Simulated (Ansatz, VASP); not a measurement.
Two plane-wave programs on Cu

```
Cu
1.0
    -1.49778    1.49778    1.49778
     1.49778   -1.49778    1.49778
     1.49778    1.49778   -1.49778
Cu
1
Direct
  0.00000 0.00000 0.00000
```

Alike in both runs: task single point; functional RPBE; k mesh 17 × 17 × 17; occupations fermi-dirac, width 0.1 eV; no spin polarisation.

|  | VASP | Ansatz |
| --- | --- | --- |
| version | VASP 6.6.1 | Ansatz 0.2.0 |
| potentials or method | VASP PAW PBE potentials, release 64 (Cu) | plane waves (420 eV) with PAW, scalar-relativistic |
| plane-wave cutoff (eV) | 520 | 420 |
| valence electrons in the cell | 11 | 19 |

Ansatz gave:

```
pressure (GPa) : -7.7
```

Problem. Estimate VASP's values.

Solution. Pressure (GPa): -7.2.

The functional is the same, so the differences come from potentials, cutoffs and numerics. The two sets of potentials don't hold the same shells in valence.

Caveats: the PAW data sets were made with another functional, which shifts forces and pressure a little (VASP).
